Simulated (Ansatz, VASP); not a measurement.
F: VASP beside Ansatz

```xyz
1
Lattice="0.0000 1.6192 1.6192 1.6192 0.0000 1.6192 1.6192 1.6192 0.0000" Properties=species:S:1:pos:R:3 pbc="T T T"
F     0.0000    0.0000    0.0000
```

Change from the starting cell: volume scaled by 0.92, LAPW.

Alike in both runs: task single point; functional PBEsol; k mesh 19 × 19 × 19; occupations fermi-dirac, width 0.08 eV; no spin polarisation.

|  | VASP | Ansatz |
| --- | --- | --- |
| version | VASP 6.6.1 | Ansatz 0.2.0 |
| potentials or method | VASP PAW PBE potentials, release 64 (F), cutoff 520 eV | all-electron LAPW, scalar-relativistic |

```tsv
	VASP	Ansatz	Ansatz less VASP
pressure (GPa)	6.2	7.2	+0.95
```

Ansatz ran all-electron here, so the differences hold the error of VASP's frozen core and of both bases.

Caveats: the PAW data sets were made with another functional, which shifts forces and pressure a little (VASP); an odd number of electrons without spin polarisation forces a metal; a magnetic or distorted state may lie lower.
